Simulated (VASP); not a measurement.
# MgS in VASP: one cell, several levels of theory

MgS (rocksalt), under +3.0 % biaxial strain in x and y, free along z is computed at one geometry. Runs: PBE, r2SCAN. The results are then set beside those of Ansatz 0.2.0 for the same cell.

Program: VASP 6.6.1. PAW datasets, plane waves. Computed at 0 K without zero-point motion; spin polarisation is off.

### 1 The structure to begin with

The cell comes from an earlier relaxation with r2SCAN in another program, then strained, with the atoms relaxed again.

It is tetragonal, I4/mmm (No. 139); a = 3.789 Å, c = 5.119 Å in the conventional setting, 18.38 Å³ an atom. Mg has 6 S at 2.56–2.68 Å; S has 6 Mg at 2.56–2.68 Å.

The structure in full:

```cif
data_structure
_symmetry_space_group_name_H-M 'P 1'
_symmetry_Int_Tables_number 1
_cell_length_a 3.7054
_cell_length_b 3.7054
_cell_length_c 3.7895
_cell_angle_alpha 59.247
_cell_angle_beta 59.247
_cell_angle_gamma 61.506
_cell_volume 36.75
loop_
_atom_site_label
_atom_site_type_symbol
_atom_site_fract_x
_atom_site_fract_y
_atom_site_fract_z
_atom_site_occupancy
Mg1 Mg 0.00000 0.00000 0.00000 1
S1 S 0.50000 0.50000 0.50000 1
```

### 2 PBE

Contents of INCAR:

```
ENCUT = 520.000000
SIGMA = 0.020000
EDIFF = 1.00e-07
GGA = PE
PREC = Accurate
IBRION = -1
ISIF = 2
ISMEAR = -1
NBANDS = 11
NELM = 120
NSW = 0
LASPH = .TRUE.
LCHARG = .FALSE.
LWAVE = .FALSE.
LREAL = .FALSE.
```

Contents of KPOINTS:

```
KPOINTS created by Atomic Simulation Environment
0
Gamma
8 8 8
0 0 0
```

Contents of KPOINTS_OPT:

```
special points
7
Reciprocal
0.0000000000 0.0000000000 0.0000000000 1
0.5000000000 0.0000000000 0.5000000000 1
0.6250000000 0.2500000000 0.6250000000 1
0.3750000000 0.3750000000 0.7500000000 1
0.5000000000 0.5000000000 0.5000000000 1
0.5000000000 0.2500000000 0.7500000000 1
0.5000000000 0.5000000000 0.0000000000 1
```

Contents of POSCAR:

```
Mg S
 1.0000000000000000
     0.0000000000000000    2.6795634751000001    2.5593409339000002
     2.6795634751000001    0.0000000000000000    2.5593409339000002
     2.6795634751000001    2.6795634751000001    0.0000000000000000
 Mg  S
   1   1
Cartesian
  0.0000000000000000  0.0000000000000000  0.0000000000000000
  2.6795634750999997  2.6795634750999997  2.5593409339000002
```

Potentials: the recommended PBE PAW datasets, 8 valence electrons in the neutral cell.

On the command line:

```bash
mpirun -np 1 vasp_std
```

Standard output, without the iteration lines:

```text
POSCAR found type information on POSCAR MgS
 POSCAR found :  2 types and       2 ions
 LDA part: xc-table for (Slater+PW92), standard interpolation
 POSCAR, INCAR and KPOINTS ok, starting setup
 FFT: planning ... GRIDC
 FFT: planning ... GRID_SOFT
 FFT: planning ... GRID
 WAVECAR not read
 entering main loop
 Start KPOINTS_OPT (optional k-point list driver)
k-point batch [1-7\7]
```

OSZICAR:

```text
N       E                     dE             d eps       ncg     rms          rms(c)
DAV:   1     0.216689293371E+02    0.21669E+02   -0.35740E+03  1346   0.593E+02
DAV:   2    -0.748305832723E+01   -0.29152E+02   -0.27630E+02  1676   0.996E+01
DAV:   3    -0.889961747850E+01   -0.14166E+01   -0.14136E+01  1605   0.231E+01
DAV:   4    -0.890853310738E+01   -0.89156E-02   -0.89148E-02  1524   0.218E+00
DAV:   5    -0.890862004722E+01   -0.86940E-04   -0.86939E-04  1654   0.216E-01    0.425E+00
DAV:   6    -0.852300540718E+01    0.38561E+00   -0.86073E-01  1475   0.358E+00    0.330E+00
DAV:   7    -0.848196914911E+01    0.41036E-01   -0.22380E-01  1570   0.201E+00    0.222E+00
DAV:   8    -0.848175876290E+01    0.21039E-03   -0.16608E-02  1451   0.775E-01    0.102E+00
DAV:   9    -0.848136423563E+01    0.39453E-03   -0.10305E-03  1478   0.179E-01    0.365E-01
DAV:  10    -0.848137792916E+01   -0.13694E-04   -0.29872E-04  1537   0.784E-02    0.476E-02
DAV:  11    -0.848137423622E+01    0.36929E-05   -0.21902E-05  1556   0.205E-02    0.202E-02
DAV:  12    -0.848137421146E+01    0.24758E-07   -0.10247E-06  1541   0.615E-03    0.340E-03
DAV:  13    -0.848137415192E+01    0.59539E-07   -0.36805E-08   955   0.908E-04
   1 F= -.84813742E+01 E0= -.84813742E+01  d E =-.658790E-12
       N       E                     dE             ncg
DAV:   1     0.103179055638E+04   -0.17705E+04      154
DAV:   2     0.833365072212E+03   -0.19843E+03      200
DAV:   3     0.824311727196E+03   -0.90533E+01      190
DAV:   4     0.824250459048E+03   -0.61268E-01      194
DAV:   5     0.824250057439E+03   -0.40161E-03      205
DAV:   6     0.824250053237E+03   -0.42015E-05      208
DAV:   7     0.824250053195E+03   -0.42431E-07      227
```

The lines after F= are the extra pass for the points of KPOINTS_OPT, at fixed density; their E is not a total energy.

OUTCAR, selected sections:

```text
k-points           NKPTS =     59   k-points in BZ     NKDIM =     59   number of bands    NBANDS=     11

   NELECT =       8.0000    total number of electrons

   dimension x,y,z NGX =    28 NGY =   28 NGZ =   28
   dimension x,y,z NGXF=    56 NGYF=   56 NGZF=   56

  energy-cutoff  :      520.00
  volume of cell :       36.75
      direct lattice vectors                 reciprocal lattice vectors
     0.000000000  2.679563475  2.559340934    -0.186597558  0.186597558  0.195362796
     2.679563475  0.000000000  2.559340934     0.186597558 -0.186597558  0.195362796
     2.679563475  2.679563475  0.000000000     0.186597558  0.186597558 -0.195362796

 k-points in reciprocal lattice and weights: KPOINTS created by Atomic Simulation Env
   0.00000000  0.00000000  0.00000000       0.002
   0.12500000  0.00000000  0.00000000       0.016
   0.25000000  0.00000000  0.00000000       0.016
   0.37500000 -0.00000000  0.00000000       0.016
   0.50000000  0.00000000  0.00000000       0.008
   0.12500000  0.12500000  0.00000000       0.004
   0.25000000  0.12500000  0.00000000       0.016
   0.37500000  0.12500000  0.00000000       0.016
[... 51 more k-points ...]

 E-fermi :   3.8689

 k-point     1 :       0.0000    0.0000    0.0000
  band No.  band energies     occupation
      1      -9.0844      2.00000
      2       3.2043      2.00000
      3       3.4197      2.00000
      4       3.4197      2.00000
      5       6.7364      0.00000
      6      11.1891      0.00000
      7      11.1891      0.00000
      8      11.6491      0.00000
      9      13.3448      0.00000
     10      13.9341      0.00000
     11      15.7977      0.00000

 k-point     2 :       0.1250    0.0000    0.0000
  band No.  band energies     occupation
      1      -8.9435      2.00000
      2       2.3146      2.00000
      3       3.2194      2.00000
      4       3.3041      2.00000
      5       7.5529      0.00000
      6      10.9646      0.00000
      7      11.3791      0.00000
      8      11.7486      0.00000
      9      12.7740      0.00000
     10      13.1930      0.00000
     11      15.7187      0.00000

 k-point     3 :       0.2500    0.0000    0.0000
  band No.  band energies     occupation
      1      -8.5646      2.00000
      2       0.6416      2.00000
      3       3.0533      2.00000
      4       3.0551      2.00000
      5       8.1396      0.00000
      6      10.8622      0.00000
      7      11.2892      0.00000
      8      11.5244      0.00000
      9      13.5533      0.00000
     10      13.5885      0.00000
     11      15.0135      0.00000

 k-point     4 :       0.3750   -0.0000    0.0000
  band No.  band energies     occupation
      1      -8.1078      2.00000
      2      -0.7198      2.00000
      3       2.8335      2.00000
      4       2.9130      2.00000
      5       7.9420      0.00000
      6      10.2113      0.00000
      7      10.7300      0.00000
      8      12.6781      0.00000
      9      14.7319      0.00000
     10      15.4420      0.00000
     11      15.5625      0.00000

 k-point     5 :       0.5000    0.0000    0.0000
  band No.  band energies     occupation
      1      -7.8843      2.00000
      2      -1.2602      2.00000
      3       2.7496      2.00000
      4       2.8586      2.00000
      5       7.8138      0.00000
      6       9.9758      0.00000
      7      10.4935      0.00000
      8      13.0093      0.00000
      9      15.2712      0.00000
     10      17.3471      0.00000
     11      17.7968      0.00000

 k-point     6 :       0.1250    0.1250    0.0000
  band No.  band energies     occupation
      1      -8.8830      2.00000
      2       2.2228      2.00000
      3       3.0735      2.00000
      4       3.0735      2.00000
      5       7.8931      0.00000
      6      10.5547      0.00000
      7      11.7988      0.00000
      8      11.7988      0.00000
      9      12.2056      0.00000
     10      13.6296      0.00000
     11      16.4181      0.00000

 k-point     7 :       0.2500    0.1250    0.0000
  band No.  band energies     occupation
      1      -8.5729      2.00000
      2       1.0077      2.00000
      3       2.7645      2.00000
      4       2.8452      2.00000
      5       8.6054      0.00000
      6      10.1820      0.00000
      7      11.0330      0.00000
      8      11.8221      0.00000
      9      12.9205      0.00000
     10      14.2545      0.00000
     11      16.3041      0.00000

[... the tables of k-points 8 to 59 left out ...]

  Total       -0.7448632     -0.7448632      0.1907470      0.0000000      0.0000000      0.0000000
  in kB      -32.4713882    -32.4713882      8.3153799      0.0000000      0.0000000      0.0000000
  external PRESSURE =     -18.8757988 kB  Pullay stress =       0.0000000 kB

 POSITION                                       TOTAL-FORCE (eV/Angst)
 -----------------------------------------------------------------------------------
      0.00000      0.00000      0.00000        -0.000000      0.000000      0.000000
      2.67956      2.67956      2.55934         0.000000     -0.000000      0.000000
 -----------------------------------------------------------------------------------
    total drift:                                0.000000      0.000000      0.000000

  FREE ENERGIE OF THE ION-ELECTRON SYSTEM (eV)
  ---------------------------------------------------
  free  energy   TOTEN  =        -8.4813741519 eV

  energy  without entropy=       -8.4813741519  energy(sigma->0) =       -8.48137415
```

Hardware: 1 MPI rank of Intel Xeon Platinum 8488C, shared host.

The levels at the points of KPOINTS_OPT are read from vasprun.xml.

Band energies at the special points (eV, zero at the top of v, the last band that the electrons fill by count):

```tsv
point	v−1	v	c	c+1
Γ	0.00	0.00	3.32	7.77
X	-1.78	-1.40	2.70	4.52
U	-3.12	-1.28	3.88	6.67
K	-3.05	-1.47	3.61	6.39
L	-0.67	-0.56	4.39	6.56
W	-3.14	-2.20	4.88	7.61
```

The PBE gap is 2.50 eV and indirect (Γ to (0.50, 0.50, 0.00)), with 3.32 eV as the least direct one. The pressure is -1.89 GPa; the forces vanish within 0.01 eV/Å.

### 3 r2SCAN

Contents of INCAR:

```
ENCUT = 520.000000
SIGMA = 0.010000
EDIFF = 1.00e-07
ALGO = Normal
METAGGA = R2SCAN
PREC = Accurate
IBRION = -1
ISIF = 2
ISMEAR = 0
NBANDS = 11
NELM = 120
NSW = 0
LASPH = .TRUE.
LCHARG = .TRUE.
LELF = .TRUE.
LWAVE = .FALSE.
LREAL = .FALSE.
```

KPOINTS is that of step 2.

KPOINTS_OPT is that of step 2.

POSCAR is that of step 2.

On the command line:

```bash
mpirun -np 1 vasp_std
```

Printed to the terminal (iteration lines stand in OSZICAR):

```text
POSCAR found type information on POSCAR MgS
 POSCAR found :  2 types and       2 ions
 -----------------------------------------------------------------------------
|                                                                             |
|                                                                             |
|     You enforced a specific xc type in the INCAR file but a different       |
|     I HOPE YOU KNOW WHAT YOU ARE DOING!                                     |
|                                                                             |
 -----------------------------------------------------------------------------

 LDA part: xc-table for (None), standard interpolation
 POSCAR, INCAR and KPOINTS ok, starting setup
 FFT: planning ... GRIDC
 FFT: planning ... GRID_SOFT
 FFT: planning ... GRID
 WAVECAR not read
 entering main loop
 Start KPOINTS_OPT (optional k-point list driver)
k-point batch [1-7\7]
```

OSZICAR:

```text
N       E                     dE             d eps       ncg     rms          rms(c)
DAV:   1     0.146055736191E+02    0.14606E+02   -0.36811E+03  1346   0.611E+02
DAV:   2    -0.156326731914E+02   -0.30238E+02   -0.28652E+02  1679   0.104E+02
DAV:   3    -0.171041022434E+02   -0.14714E+01   -0.14682E+01  1605   0.241E+01
DAV:   4    -0.171137280127E+02   -0.96258E-02   -0.96248E-02  1535   0.231E+00
DAV:   5    -0.171138270667E+02   -0.99054E-04   -0.99053E-04  1658   0.233E-01    0.447E+00
DAV:   6    -0.154859924265E+02    0.16278E+01   -0.10205E+00  1412   0.543E+00    0.446E+00
DAV:   7    -0.154740208374E+02    0.11972E-01   -0.20778E-01  1556   0.220E+00    0.250E+00
DAV:   8    -0.154770193305E+02   -0.29985E-02   -0.81941E-03  1465   0.684E-01    0.230E-01
DAV:   9    -0.154770510043E+02   -0.31674E-04   -0.69404E-04  1527   0.154E-01    0.149E-01
DAV:  10    -0.154770707768E+02   -0.19772E-04   -0.64424E-05  1532   0.602E-02    0.100E-02
DAV:  11    -0.154770709445E+02   -0.16772E-06   -0.21660E-06  1536   0.110E-02    0.588E-03
DAV:  12    -0.154770701354E+02    0.80903E-06   -0.93536E-08  1421   0.205E-03    0.564E-03
DAV:  13    -0.154770698753E+02    0.26013E-06   -0.20166E-08   898   0.880E-04    0.320E-04
DAV:  14    -0.154770698950E+02   -0.19717E-07   -0.13487E-09   874   0.275E-04
   1 F= -.15477070E+02 E0= -.15477070E+02  d E =-.293717E-27
       N       E                     dE             ncg
DAV:   1     0.102220154776E+04   -0.17801E+04      154
DAV:   2     0.812248752920E+03   -0.20995E+03      208
DAV:   3     0.803133120368E+03   -0.91156E+01      198
DAV:   4     0.803071365485E+03   -0.61755E-01      180
DAV:   5     0.803070873778E+03   -0.49171E-03      208
DAV:   6     0.803070868199E+03   -0.55795E-05      199
DAV:   7     0.803070868137E+03   -0.61275E-07      220
```

Parts of OUTCAR:

```text
k-points           NKPTS =     59   k-points in BZ     NKDIM =     59   number of bands    NBANDS=     11

   NELECT =       8.0000    total number of electrons

   dimension x,y,z NGX =    28 NGY =   28 NGZ =   28
   dimension x,y,z NGXF=    56 NGYF=   56 NGZF=   56

  energy-cutoff  :      520.00
  volume of cell :       36.75
      direct lattice vectors                 reciprocal lattice vectors
     0.000000000  2.679563475  2.559340934    -0.186597558  0.186597558  0.195362796
     2.679563475  0.000000000  2.559340934     0.186597558 -0.186597558  0.195362796
     2.679563475  2.679563475  0.000000000     0.186597558  0.186597558 -0.195362796

 k-points in reciprocal lattice and weights: KPOINTS created by Atomic Simulation Env
   0.00000000  0.00000000  0.00000000       0.002
   0.12500000  0.00000000  0.00000000       0.016
   0.25000000  0.00000000  0.00000000       0.016
   0.37500000 -0.00000000  0.00000000       0.016
   0.50000000  0.00000000  0.00000000       0.008
   0.12500000  0.12500000  0.00000000       0.004
   0.25000000  0.12500000  0.00000000       0.016
   0.37500000  0.12500000  0.00000000       0.016
[... 51 more k-points ...]

 E-fermi :   3.2617

 k-point     1 :       0.0000    0.0000    0.0000
  band No.  band energies     occupation
      1      -9.8257      2.00000
      2       2.9709      2.00000
      3       3.1891      2.00000
      4       3.1891      2.00000
      5       7.3851      0.00000
      6      11.5303      0.00000
      7      11.5303      0.00000
      8      12.0077      0.00000
      9      13.6955      0.00000
     10      14.3040      0.00000
     11      16.5587      0.00000

 k-point     2 :       0.1250    0.0000    0.0000
  band No.  band energies     occupation
      1      -9.6809      2.00000
      2       2.1204      2.00000
      3       2.9842      2.00000
      4       3.0686      2.00000
      5       8.1558      0.00000
      6      11.3511      0.00000
      7      11.7365      0.00000
      8      12.1189      0.00000
      9      13.1761      0.00000
     10      13.6146      0.00000
     11      16.5436      0.00000

 k-point     3 :       0.2500    0.0000    0.0000
  band No.  band energies     occupation
      1      -9.2924      2.00000
      2       0.4237      2.00000
      3       2.8062      2.00000
      4       2.8099      2.00000
      5       8.6511      0.00000
      6      11.2341      0.00000
      7      11.7414      0.00000
      8      12.0253      0.00000
      9      13.9991      0.00000
     10      14.0379      0.00000
     11      15.8313      0.00000

 k-point     4 :       0.3750   -0.0000    0.0000
  band No.  band energies     occupation
      1      -8.8264      2.00000
      2      -0.9772      2.00000
      3       2.5752      2.00000
      4       2.6588      2.00000
      5       8.3863      0.00000
      6      10.5732      0.00000
      7      11.1117      0.00000
      8      13.4659      0.00000
      9      15.4897      0.00000
     10      15.9746      0.00000
     11      16.0896      0.00000

 k-point     5 :       0.5000    0.0000    0.0000
  band No.  band energies     occupation
      1      -8.5997      2.00000
      2      -1.5333      2.00000
      3       2.4868      2.00000
      4       2.6006      2.00000
      5       8.2417      0.00000
      6      10.3326      0.00000
      7      10.8683      0.00000
      8      13.8762      0.00000
      9      16.0907      0.00000
     10      17.8083      0.00000
     11      18.2724      0.00000

 k-point     6 :       0.1250    0.1250    0.0000
  band No.  band energies     occupation
      1      -9.6187      2.00000
      2       2.0405      2.00000
      3       2.8358      2.00000
      4       2.8358      2.00000
      5       8.4856      0.00000
      6      10.9184      0.00000
      7      12.1853      0.00000
      8      12.1853      0.00000
      9      12.6436      0.00000
     10      13.9910      0.00000
     11      17.2638      0.00000

 k-point     7 :       0.2500    0.1250    0.0000
  band No.  band energies     occupation
      1      -9.3005      2.00000
      2       0.8024      2.00000
      3       2.5170      2.00000
      4       2.6048      2.00000
      5       9.1383      0.00000
      6      10.5805      0.00000
      7      11.4739      0.00000
      8      12.2284      0.00000
      9      13.4235      0.00000
     10      14.6858      0.00000
     11      17.1292      0.00000

[... the tables of k-points 8 to 59 left out ...]

  Total       -1.0552476     -1.0552476     -0.1230899      0.0000000      0.0000000     -0.0000000
  in kB      -46.0022113    -46.0022113     -5.3659499      0.0000000      0.0000000     -0.0000000
  external PRESSURE =     -32.4567908 kB  Pullay stress =       0.0000000 kB

 POSITION                                       TOTAL-FORCE (eV/Angst)
 -----------------------------------------------------------------------------------
      0.00000      0.00000      0.00000         0.000000     -0.000000     -0.000000
      2.67956      2.67956      2.55934        -0.000000      0.000000      0.000000
 -----------------------------------------------------------------------------------
    total drift:                                0.000000      0.000000      0.000000

  FREE ENERGIE OF THE ION-ELECTRON SYSTEM (eV)
  ---------------------------------------------------
  free  energy   TOTEN  =       -15.4770698950 eV

  energy  without entropy=      -15.4770698950  energy(sigma->0) =      -15.47706990
```

Hardware: 1 MPI rank of Intel Xeon Platinum 8488C, shared host.

The levels at the points of KPOINTS_OPT are read from vasprun.xml.

Near the gap, in eV above the top of the last filled band v; c is the band after it:

```tsv
point	v−1	v	c	c+1
Γ	0.00	0.00	4.20	8.34
X	-1.83	-1.44	3.37	5.04
U	-3.14	-1.32	4.52	7.30
K	-3.07	-1.51	4.24	7.01
L	-0.70	-0.59	5.05	7.14
W	-3.19	-2.19	5.53	8.28
```

The r2SCAN gap is 3.14 eV and indirect (Γ to (0.50, 0.50, 0.00)), with 4.20 eV as the least direct one. The pressure is -3.25 GPa; the forces vanish within 0.01 eV/Å.

The maps below are laid out on this run's own conventional cell (a, b, c = 3.789, 3.789, 5.119 Å).

Density in a lattice plane of the grid's cell (edges 3.79 and 5.12 Å, at 0.000 of the third edge), which holds Mg and S.

Ten even steps from '0' (-0.29 e/Å³) to '9' (1.11 e/Å³):
```
222222222222222222
222222222222222222
222222222222222222
333222222222222233
443322222222222334
655433222222233455
987643322222334678
999864322222346899
469975332223357996
038975332223357983
469975332223357996
999864322222346899
987643322222334678
655433222222233455
443322222222222334
333222222222222233
222222222222222222
222222222222222222
222222222222222222
222222222222222222
```
Columns run along the first of these edges and rows up along the second, over one cell in 18 and 20 even steps from the bottom left corner. Atoms in the plane (fractional): Mg at (0.00, 0.00), S at (0.00, 0.50).

ELF in the same plane.

Ten even steps from '0' (0.00) to '9' (0.87):
```
000000000000000000
000000000000000000
432100000000000123
876421000000012467
998752100000125789
999875310001357899
999987520002578999
889998741014789998
458999741014799985
237999852025899973
458999741014799985
889998741014789998
999987520002578999
999875310001357899
998752100000125789
876421000000012467
432100000000000123
000000000000000000
000000000000000000
000000100000100000
```
Columns run along the first of these edges and rows up along the second, over one cell in 18 and 20 even steps from the bottom left corner. Atoms in the plane (fractional): Mg at (0.00, 0.00), S at (0.00, 0.50).

Both are smooth fields of the valence electrons: close to the nuclei they are not physical.

Maxima of ELF outside the ion cores: 0.88 in the shell around S, 0.9 Å from S.

### 4 Results

```
 level  gap (eV)  pressure (GPa)  Ansatz: gap (eV)  Ansatz: pressure (GPa)
   PBE      2.50           -1.89              2.51                   -1.61
r2SCAN      3.14           -3.25              3.17                   -2.81
```

In words: The gap runs from 2.50 eV (PBE) to 3.14 eV (r2SCAN). At this one volume the pressure spans -3.2 GPa (r2SCAN) to -1.9 GPa (PBE): PBE wants the largest cell and r2SCAN the smallest. The two programs agree on the gap within 0.04 eV, far less than the spread between functionals. Each program uses its own PAW datasets and cutoff. VASP's cell holds 8 valence electrons and Ansatz's 16.
